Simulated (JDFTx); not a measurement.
Crystal: CuAu.

```
Au Cu
1.0
     2.81075    0.00000    0.00000
     0.00000    2.81075    0.00000
     0.00000    0.00000    3.68500
Au Cu
1 1
Direct
  0.00000 0.00000 0.00000
  0.50000 0.50000 0.50000
```

Base run:

| Item | Value |
| --- | --- |
| Program | JDFTx 1.7.0 (patched build) |
| Functional | PBE |
| Potentials or basis | PseudoDojo-SR-PBE-0.5-standard with smoothed tails |
| Cutoff | 1252 eV |
| Density cutoff | 10014 eV |
| k mesh | 9 × 9 × 7 |
| Occupations | fermi-dirac, width 0.05 eV |
| Spin | no spin polarisation |
| Hubbard terms | Au d U = 6 eV, Cu d U = 6 eV |

Its results: band gap on the k mesh none (metal or under the smearing width); pressure 6.7 GPa.

Task: The run is repeated on the same cell with these changes: hubbard terms from Au d U = 6 eV, Cu d U = 6 eV to Au d U = 8 eV, Cu d U = 8 eV. What comes out?

Result: Band gap on the k mesh none (metal or under the smearing width); pressure 7.6 GPa.

Caveats: U without spin polarisation on a metal has little footing; the U is typed as a test and isn't derived for this compound.
